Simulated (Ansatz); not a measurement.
# Sn: the cost of one run

Method: DFT PBE, scalar-relativistic, in Ansatz 0.2.0.

**1. The starting structure**

The structure is tetragonal, space group I4_1/amd (No. 141). The conventional cell has a = 5.832 Å, b = 5.832 Å, c = 3.181 Å, α = 90.00°, β = 90.00°, γ = 90.00°. Sn (site symmetry -4m2) has 6 Sn at 3.02 to 3.18 Å as nearest neighbours.

As a file:

```xyz
2
Lattice="-2.9158 2.9158 1.5907 2.9158 -2.9158 1.5907 2.9158 2.9158 -1.5907" Properties=species:S:1:pos:R:3 pbc="T T T"
Sn    0.0000    0.0000    0.0000
Sn    0.0000    2.9158    0.7953
```

Atoms are numbered in the order of the input: Sn1, Sn2.

**2. After the deformation**

Space group I4_1/amd before, I4_1/amd after.

**3. Full-potential LAPW**

The input, input.yaml:

```yaml
crystal:
  lattice:
    - [-2.91585, 2.91585, 1.5747435]
    - [2.91585, -2.91585, 1.5747435]
    - [2.91585, 2.91585, -1.5747435]
  atoms:
    - { symbol: Sn, position: [0.0, 0.0, 0.0] }
    - { symbol: Sn, position: [0.75, 0.25, 0.5] }
kpoints:
  mp_grid: { grid: [15, 15, 15] }
  band_path:
    path:
      - [0.0, 0.0, 0.0]
      - [0.0, 0.0, 0.5]
      - [-0.5, 0.5, 0.5]
      - [0.0, 0.0, 0.0]
      - [0.3229170852, 0.3229170852, -0.3229170852]
      - [-0.3229170852, 0.6770829148, 0.3229170852]
      - [-0.5, 0.5, 0.5]
      - [0.0, 0.0, 0.5]
      - [0.25, 0.25, 0.25]
    npoints: 5
scf:
  occupations: { method: fermi_dirac, width: 0.05 }
hamiltonian:
  xc: pbe
  pseudopotentials: { kind: all_electron, lapw: { basis_error: 0.0005 } }
output:
  forces: true
  stress: true
  eigenvalues: true
```

On the command line:

```console
$ ansatz run input.yaml --threads 1 --pin off --max-ram 3072MiB --backend cpu --events-out ev --progress --plain --runs-dir out
```

What time and memory should one allow on 1 thread of Arm Neoverse V1, shared host?

About 84 s, with a peak of 0.86 GiB.
